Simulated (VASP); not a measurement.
Set up this calculation in VASP 6.6.1, as the native input.

* Task: band structure
* Functional: TB-mBJ
* Potentials or basis: VASP PAW PBE potentials, release 64 (Si, O)
* Cutoff: 520 eV
* k mesh: 6 × 6 × 8
* Occupations: gaussian, width 0.02 eV
* Spin: no spin polarisation
* Further INCAR settings: ALGO = Normal; EDIFF = 1e-07

The system is SiO2.

```
CELL_PARAMETERS angstrom
4.19226 0.00000 0.00000
0.00000 4.19226 0.00000
0.00000 0.00000 2.68252
ATOMIC_POSITIONS crystal
Si 0.00000 0.00000 0.00000
Si 0.50000 0.50000 0.50000
O 0.30584 0.30584 0.00000
O 0.19416 0.80584 0.50000
O 0.69416 0.69416 0.00000
O 0.80584 0.19416 0.50000
```

The input as run:

POSCAR

```
SiO2
1.0
    4.1922600000      0.0000000000      0.0000000000
    0.0000000000      4.1922600000      0.0000000000
    0.0000000000      0.0000000000      2.6825200000
Si O
2 4
Direct
    0.0000000000      0.0000000000      0.0000000000
    0.5000000000      0.5000000000      0.5000000000
    0.3058400000      0.3058400000      0.0000000000
    0.1941600000      0.8058400000      0.5000000000
    0.6941600000      0.6941600000      1.0000000000
    0.8058400000      0.1941600000      0.5000000000
```

INCAR.step1

```
ALGO = Normal
EDIFF = 1E-5
ENCUT = 520
GGA = PE
ISIF = 2
ISMEAR = 0
LASPH = T
LCHARG = F
LREAL = F
LWAVE = T
NELM = 80
PREC = Accurate
SIGMA = 0.02
```

INCAR.step2

```
ALGO = Normal
EDIFF = 1E-7
ENCUT = 520
ISIF = 2
ISMEAR = 0
ISTART = 1
LASPH = T
LCHARG = F
LREAL = F
LWAVE = F
METAGGA = MBJ
NELM = 80
PREC = Accurate
SIGMA = 0.02
```

KPOINTS

```
k-points
0
Gamma
  6 6 8
```

KPOINTS_OPT

```
path GXMGZRAZ,XR,MA
15
line-mode
reciprocal
 0.0000000000  0.0000000000  0.0000000000  G
 0.0000000000  0.5000000000  0.0000000000  X

 0.0000000000  0.5000000000  0.0000000000  X
 0.5000000000  0.5000000000  0.0000000000  M

 0.5000000000  0.5000000000  0.0000000000  M
 0.0000000000  0.0000000000  0.0000000000  G

 0.0000000000  0.0000000000  0.0000000000  G
 0.0000000000  0.0000000000  0.5000000000  Z

 0.0000000000  0.0000000000  0.5000000000  Z
 0.0000000000  0.5000000000  0.5000000000  R

 0.0000000000  0.5000000000  0.5000000000  R
 0.5000000000  0.5000000000  0.5000000000  A

 0.5000000000  0.5000000000  0.5000000000  A
 0.0000000000  0.0000000000  0.5000000000  Z

 0.0000000000  0.5000000000  0.0000000000  X
 0.0000000000  0.5000000000  0.5000000000  R

 0.5000000000  0.5000000000  0.0000000000  M
 0.5000000000  0.5000000000  0.5000000000  A
```

Potentials or basis: VASP PAW PBE potentials, release 64 (Si, O).

The run is started by

```sh
$ cat potpaw_PBE.64/Si/POTCAR potpaw_PBE.64/O/POTCAR > POTCAR
$ cp INCAR.step1 INCAR
$ mpirun -np 1 vasp_std > vasp.out
$ cp INCAR.step2 INCAR
$ mpirun -np 1 vasp_std > vasp.out
```

It gave:

```yaml
Band_gap_on_the_k_mesh: 6.83 eV, direct
Band_gap_along_the_path: 6.83 eV, direct
```

It took 91 s on 1 thread of Intel(R) Xeon(R) 6975P-C (Granite Rapids), with other jobs on the host, peak memory 0.19 GiB.
